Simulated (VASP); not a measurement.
# BN (P6_3/mmc) in VASP: notebook

Runs on BN. Level: PBEsol. Tasks: single point.

All numbers are computed with VASP 6.6.1; they aren't measurements. Logs are shortened: lines on timing, memory, paths and dates and some standing lists are left out, and cuts for length are marked.

## Step 1: Starting point

The structure is hexagonal, space group P6_3/mmc (No. 194). The conventional cell has a = 2.539 Å, b = 2.539 Å, c = 6.831 Å, α = 90.00°, β = 90.00°, γ = 120.00°. Around B (site symmetry -6m2) lie 3 N at 1.47 Å. N (site symmetry -6m2) is surrounded by 3 B at 1.47 Å.

## Step 2: Single point, PBEsol

The input, INCAR:

```
  ALGO = Normal
  EDIFF = 1E-7
  ENCUT = 520
  GGA = PS
  ISIF = 2
  ISMEAR = 0
  LASPH = T
  LCHARG = F
  LREAL = F
  LWAVE = F
  NBANDS = 16
  NELM = 100
  PREC = Accurate
  SIGMA = 0.05
```

The input, KPOINTS:

```
k-points
0
Gamma
  12 12 4
```

The input, POSCAR:

```
BN
1.0
    2.5386592578      0.0000000000      0.0000000000
   -1.2693296289      2.1985434088      0.0000000000
    0.0000000000      0.0000000000      6.8306492347
B N
2 2
Direct
    0.3333333333      0.6666666667      0.2500000000
    0.6666666667      0.3333333333      0.7500000000
    0.3333333333      0.6666666667      0.7500000000
    0.6666666667      0.3333333333      0.2500000000
```

Potentials or basis: VASP PAW PBE potentials, release 64 (B, N).

Command:

```bash
$ cat potpaw_PBE.64/B/POTCAR potpaw_PBE.64/N/POTCAR > POTCAR
$ mpirun -np 1 vasp_std > vasp.out
```

OUTCAR:

```text
EDIFF = 1E-7
   ENCUT = 520
   GGA = PS
   ISIF = 2
   ISMEAR = 0
   LASPH = T
   LREAL = F
   NELM = 100
   PREC = Accurate

 ion  position               nearest neighbor table
   1  0.333  0.667  0.250-   4 1.47   4 1.47   4 1.47
   2  0.667  0.333  0.750-   3 1.47   3 1.47   3 1.47
   3  0.333  0.667  0.750-   2 1.47   2 1.47   2 1.47
   4  0.667  0.333  0.250-   1 1.47   1 1.47   1 1.47

  LATTYP: Found a hexagonal cell.
 ALAT       =     2.5386592578
 C/A-ratio  =     2.6906522463

  Lattice vectors:

 A1 = (   2.5386592578,   0.0000000000,   0.0000000000)
 A2 = (  -1.2693296289,   2.1985434088,   0.0000000000)
 A3 = (   0.0000000000,   0.0000000000,   6.8306492347)

Analysis of symmetry for initial positions (statically):
=====================================================================
 Subroutine PRICEL returns:
 Original cell was already a primitive cell.

 Routine SETGRP: Setting up the symmetry group for a
 hexagonal supercell.

 Subroutine GETGRP returns: Found 24 space group operations
 (whereof 12 operations were pure point group operations)
 out of a pool of 24 trial point group operations.

The static configuration has the point symmetry D_3d.
 The point group associated with its full space group is D_6h.

Analysis of symmetry for dynamics (positions and initial velocities):
=====================================================================
 Subroutine PRICEL returns:
 Original cell was already a primitive cell.

 Routine SETGRP: Setting up the symmetry group for a
 hexagonal supercell.

 Subroutine GETGRP returns: Found 24 space group operations
 (whereof 12 operations were pure point group operations)
 out of a pool of 24 trial point group operations.

The dynamic configuration has the point symmetry D_3d.
 The point group associated with its full space group is D_6h.

 Subroutine INISYM returns: Found 24 space group operations
 (whereof 12 operations are pure point group operations),
 and found     1 'primitive' translations

----------------------------------------------------------------------------------------

                                     Primitive cell

  volume of cell :      38.1243

  direct lattice vectors                    reciprocal lattice vectors
     2.538659258  0.000000000  0.000000000     0.393908713  0.227423301  0.000000000
    -1.269329629  2.198543409  0.000000000     0.000000000  0.454846603  0.000000000
     0.000000000  0.000000000  6.830649235     0.000000000  0.000000000  0.146398968

  length of vectors
     2.538659258  2.538659258  6.830649235     0.454846603  0.454846603  0.146398968

  position of ions in fractional coordinates (direct lattice)
     0.333333333  0.666666667  0.250000000
     0.666666667  0.333333333  0.750000000
     0.333333333  0.666666667  0.750000000
     0.666666667  0.333333333  0.250000000

  ion indices of the primitive-cell ions
   primitive index   ion index
                 1           1
                 2           2
                 3           3
                 4           4

----------------------------------------------------------------------------------------

 KPOINTS: k-points

Automatic generation of k-mesh.
 Grid dimensions read from file:
 generate k-points for:   12   12    4

 Generating k-lattice:

  Cartesian coordinates                     Fractional coordinates (reciprocal lattice)
     0.032825726  0.018951942  0.000000000     0.083333333  0.000000000  0.000000000
     0.000000000  0.037903884  0.000000000     0.000000000  0.083333333  0.000000000
     0.000000000  0.000000000  0.036599742     0.000000000  0.000000000  0.250000000

  Length of vectors
     0.037903884  0.037903884  0.036599742

  Shift w.r.t. Gamma in fractional coordinates (k-lattice)
     0.000000000  0.000000000  0.000000000

 Subroutine IBZKPT returns following result:
 ===========================================

 Found     57 irreducible k-points:

 Following reciprocal coordinates:
            Coordinates               Weight
  0.000000  0.000000  0.000000      1.000000
  0.083333  0.000000  0.000000      6.000000
  0.166667  0.000000  0.000000      6.000000
  0.250000  0.000000  0.000000      6.000000
  0.333333  0.000000  0.000000      6.000000
  0.416667 -0.000000  0.000000      6.000000
[... 16 lines left out ...]
  0.250000  0.000000  0.250000     12.000000
  0.333333  0.000000  0.250000     12.000000
 [... further k-points ...]
   k-points           NKPTS =     57   k-points in BZ     NKDIM =     57   number of bands    NBANDS=     16
   number of dos      NEDOS =    301   number of ions     NIONS =      4
   total plane-waves  NPLWV =  21600
   dimension x,y,z NGX =    20 NGY =   20 NGZ =   54
   dimension x,y,z NGXF=    40 NGYF=   40 NGZF=  108
   ions per type =               2   2
   NGX,Y,Z   is equivalent  to a cutoff of  13.10, 13.10, 13.14 a.u.
   NGXF,Y,Z  is equivalent  to a cutoff of  26.19, 26.19, 26.29 a.u.
 SYSTEM =  unknown system
   PREC   = accura    normal or accurate (medium, high low for compatibility)
   ISTART =      0    job   : 0-new  1-cont  2-samecut
   ICHARG =      2    charge: 1-file 2-atom 10-const
   ISPIN  =      1    spin polarized calculation?
   LNONCOLLINEAR =      F non collinear calculations
   LSORBIT =      F    spin-orbit coupling
   LASPH  =      T    aspherical Exc in radial PAW
   ENCUT  =  520.0 eV  38.22 Ry    6.18 a.u.   4.72  4.72 12.70*2*pi/ulx,y,z
   NELM   =    100;   NELMIN=  2; NELMDL= -5     # of ELM steps
   EDIFF  = 0.1E-06   stopping-criterion for ELM
   LREAL  =      F    real-space projection
   EDIFFG = 0.1E-05   stopping-criterion for IOM
   NSW    =      0    number of steps for IOM
   IBRION =     -1    ionic relax: 0-MD 1-quasi-New 2-CG
   NFREE  =      0    steps in history (QN), initial steepest desc. (CG)
   ISIF   =      2    stress and relaxation
   ISYM   =      2    0-nonsym 1-usesym 2-fastsym
   POTIM  = 0.5000    time-step for ionic-motion
   TEBEG  =    0.0;   TEEND  =   0.0 temperature during run
   PSTRESS=    0.0 pullay stress
   NELECT =      16.0000    total number of electrons
   NUPDOWN=      -1.0000    fix difference up-down
   EMIN   =  10.00;   EMAX   =-10.00  energy-range for DOS
   EFERMI =   0.00;   METHOD = LEGACY
   ISMEAR =     0;   SIGMA  =   0.05  broadening in eV -4-tet -1-fermi 0-gaus
   EFERMI_NEDOS =   21; number of points for ismear=-14 and -15
   IALGO  =     38    algorithm
   IMIX   =      4    mixing-type and parameters
     AMIX     =   0.40;   BMIX     =  1.00
     AMIX_MAG =   1.60;   BMIX_MAG =  1.00
  volume/ion in A,a.u.               =       9.53        64.32
  Fermi-wavevector in a.u.,A,eV,Ry     =   1.225691  2.316220 20.440284  1.502319
  Thomas-Fermi vector in A             =   2.360720
   LORBIT       =      0    0 simple, 1 ext, 2 COOP (PROOUT), +10 PAW based schemes
   GGA     = PS    functional components
   LHFCALC =     F    Hartree Fock is set to
   AEXX    =    0.0000 exact exchange contribution
   IVDW    =     0    specifies the selected vdW correction
   LEPSILON=     F    determine dielectric tensor
   LRPA    =     F    only Hartree local field effects (RPA)
 non-spin polarized calculation
 Gauss-broadening in eV      SIGMA  =   0.05
  energy-cutoff  :      520.00
  volume of cell :       38.12
 maximum number of plane-waves:      1058
 NGX is ok and might be reduce to    20

 number of electron      16.0000003 magnetization

 Free energy of the ion-electron system (eV)
  ---------------------------------------------------
  ext. energy  EPLUGINS =         0.00000000
  ---------------------------------------------------
  free energy    TOTEN  =       -36.52966660 eV

  energy without entropy =      -36.52966660  energy(sigma->0) =      -36.52966660

 E-fermi :   2.0136     XC(G=0): -10.0302

 val. band max:        1.7962547614   @ k =   0.3333   0.3333   0.5000
 cond. band min:       5.9428138116   @ k =   0.5000   0.0000   0.0000
 fundamental gap:      4.1465590502
 Fermi energy:         2.0136015979

 k-point     1 :       0.0000    0.0000    0.0000
  band No.  band energies     occupation
      1     -15.6950      2.00000
      2     -15.4472      2.00000
      3      -4.1746      2.00000
      4      -2.2496      2.00000
      5       0.4440      2.00000
      6       0.4440      2.00000
[... 8 lines left out ...]
     15      13.1946      0.00000
     16      14.2894      0.00000

 k-point     2 :       0.0833    0.0000    0.0000
  band No.  band energies     occupation
      1     -15.5629      2.00000
      2     -15.3191      2.00000
      3      -3.9935      2.00000
      4      -2.0864      2.00000
      5      -0.1060      2.00000
      6      -0.0814      2.00000
[... 8 lines left out ...]
     15      13.7607      0.00000
     16      13.8181      0.00000

 k-point     3 :       0.1667    0.0000    0.0000
  band No.  band energies     occupation
      1     -15.1736      2.00000
      2     -14.9419      2.00000
      3      -3.4567      2.00000
      4      -1.6066      2.00000
      5      -1.4966      2.00000
      6      -1.4668      2.00000
[... 8 lines left out ...]
     15      15.0954      0.00000
     16      15.1937      0.00000

 k-point     4 :       0.2500    0.0000    0.0000
  band No.  band energies     occupation
      1     -14.5537      2.00000
      2     -14.3433      2.00000
      3      -3.2563      2.00000
      4      -3.2081      2.00000
      5      -2.5890      2.00000
      6      -1.1281      2.00000
[... 8 lines left out ...]
     15      16.3540      0.00000
     16      17.2809      0.00000
[... 324 lines left out ...]
 k-point    22 :       0.1667    0.0000    0.2500
  band No.  band energies     occupation
      1     -15.1411      2.00000
      2     -14.9773      2.00000
      3      -3.2327      2.00000
      4      -1.9574      2.00000
      5      -1.4858      2.00000
      6      -1.4485      2.00000
[... 8 lines left out ...]
     15      15.1094      0.00000
     16      15.1788      0.00000

 k-point    23 :       0.2500    0.0000    0.2500
  band No.  band energies     occupation
      1     -14.5241      2.00000
      2     -14.3753      2.00000
      3      -3.2596      2.00000
      4      -3.2209      2.00000
      5      -2.3593      2.00000
      6      -1.1441      2.00000
[... 8 lines left out ...]
     15      17.2939      0.00000
     16      17.3635      0.00000

 k-point    24 :       0.3333    0.0000    0.2500
  band No.  band energies     occupation
      1     -13.7447      2.00000
      2     -13.6199      2.00000
      3      -4.9962      2.00000
      4      -4.9488      2.00000
      5      -1.7292      2.00000
      6      -1.6931      2.00000
[... 8 lines left out ...]
     15      17.8926      0.00000
     16      19.7271      0.00000

 [... further k-points ...]

------------------------ aborting loop because EDIFF is reached ----------------------------------------

  FORCE on cell =-STRESS in cart. coord.  units (eV):
  Direction    XX          YY          ZZ          XY          YZ          ZX
  --------------------------------------------------------------------------------------
  -------------------------------------------------------------------------------------
  Total       -3.0902825     -3.0902825      0.0408197     -0.0000000     -0.0000000     -0.0000000
  in kB     -129.8695448   -129.8695448      1.7154532     -0.0000000     -0.0000000     -0.0000000
  external PRESSURE =     -86.0078788 kB  Pullay stress =       0.0000000 kB

 VOLUME and BASIS-vectors are now :
 -----------------------------------------------------------------------------
  energy-cutoff  :      520.00
  volume of cell :       38.12
      direct lattice vectors                 reciprocal lattice vectors
     2.538659258  0.000000000  0.000000000     0.393908713  0.227423301  0.000000000
    -1.269329629  2.198543409  0.000000000     0.000000000  0.454846603  0.000000000
     0.000000000  0.000000000  6.830649235     0.000000000  0.000000000  0.146398968

 POSITION                                       TOTAL-FORCE (eV/Angst)
 -----------------------------------------------------------------------------------
     -0.00000      1.46570      1.70766         0.000000      0.000000      0.000000
      1.26933      0.73285      5.12299        -0.000000     -0.000000      0.000000
     -0.00000      1.46570      5.12299         0.000000     -0.000000      0.000000
      1.26933      0.73285      1.70766        -0.000000      0.000000      0.000000
 -----------------------------------------------------------------------------------
    total drift:                               -0.000000      0.000000      0.000000

  FREE ENERGIE OF THE ION-ELECTRON SYSTEM (eV)
  ---------------------------------------------------
  free  energy   TOTEN  =       -36.5296665998 eV

  energy  without entropy=      -36.5296665998  energy(sigma->0) =      -36.52966660
```

It took 34 s on 1 thread of Intel Xeon Platinum 8488C (Sapphire Rapids), shared host; peak memory 0.17 GiB.

What came out:

- Free energy: -36.5297 eV
- Pressure: -8.6 GPa
- Band gap on the k mesh: 4.15 eV, indirect (least direct gap 4.49 eV)

Caveat: the PAW data sets were made with another functional, which shifts forces and pressure a little; this functional lacks dispersion, which binds the layers, so the pressure and a relaxed spacing across them are unreliable. A k mesh can miss the band edges.

## Step 3: Single point, PBEsol

This run uses another cell than the first one, of the same volume but with other edges.

The input, INCAR:

```
SYSTEM = BN
PREC = Accurate ; ENCUT = 520
EDIFF = 1E-6 ; ISMEAR = 0
SIGMA = 0.05 ; LREAL = .False.
LASPH = .True. ; NELM = 100
ALGO = Normal ; ISIF = 2
LWAVE = .False. ; LCHARG = .True.
GGA = PS ; LELF = .True.
LVHAR = .True. ; NBANDS = 16
```

The input, KPOINTS:

```
regular mesh
0
Gamma
  12 12 4
  0 0 0
```

The input, POSCAR:

```
BN
1.0
    2.3566824927      0.0000000000      0.0000000000
   -1.1783412464      2.0409469073      0.0000000000
    0.0000000000      0.0000000000      7.9262663035
B N
2 2
Direct
    0.3333333333      0.6666666667      0.2500000000
    0.6666666667      0.3333333333      0.7500000000
    0.3333333333      0.6666666667      0.7500000000
    0.6666666667      0.3333333333      0.2500000000
```

Potentials or basis: VASP PAW PBE potentials, release 64 (B, N).

Command:

```bash
$ cat potpaw_PBE.64/B/POTCAR potpaw_PBE.64/N/POTCAR > POTCAR
$ mpirun -np 1 vasp_std > vasp.out
```

It took 26 s on 1 thread of Intel Xeon Platinum 8488C (Sapphire Rapids), shared host; peak memory 0.16 GiB.

The run converged. Its results:

| Quantity | Value |
| --- | --- |
| Free energy | -35.5578 eV |
| Pressure | 47.9 GPa |
| Band gap on the k mesh | 4.20 eV, indirect (least direct gap 5.07 eV) |

Stress tensor (GPa, compression positive):
```
72.03  0.00  0.00
 0.00 72.03  0.00
 0.00  0.00 -0.45
```

Levels at points of the mesh, in eV from the valence-band top:
```
           k point  band 4  band 5  band 6  band 7  band 8  band 9  band 10  band 11  band 12  band 13
(0.00, 0.00, 0.00)   -5.93   -1.06   -1.06   -1.06   -1.06    4.20     8.07    11.84    13.12    13.12
(0.50, 0.00, 0.00)   -9.64   -4.40   -4.40   -1.27   -0.96    4.76     5.38    11.02    11.95    12.74
(0.00, 0.00, 0.50)   -6.33   -1.06   -1.06   -1.06   -1.06    5.72     5.72    13.13    13.13    13.13
(0.50, 0.00, 0.50)   -9.65   -4.40   -4.40   -1.12   -1.12    5.03     5.03    11.59    11.59    13.64
```

Caveat: a pressure of tens of GPa on the cell as given is suspect, and the run, the potentials or the cell itself is likely at fault; the PAW data sets were made with another functional, which shifts forces and pressure a little; this functional lacks dispersion, which binds the layers, so the pressure and a relaxed spacing across them are unreliable. A hybrid or GW would open this gap; PBEsol tends to underestimate it.
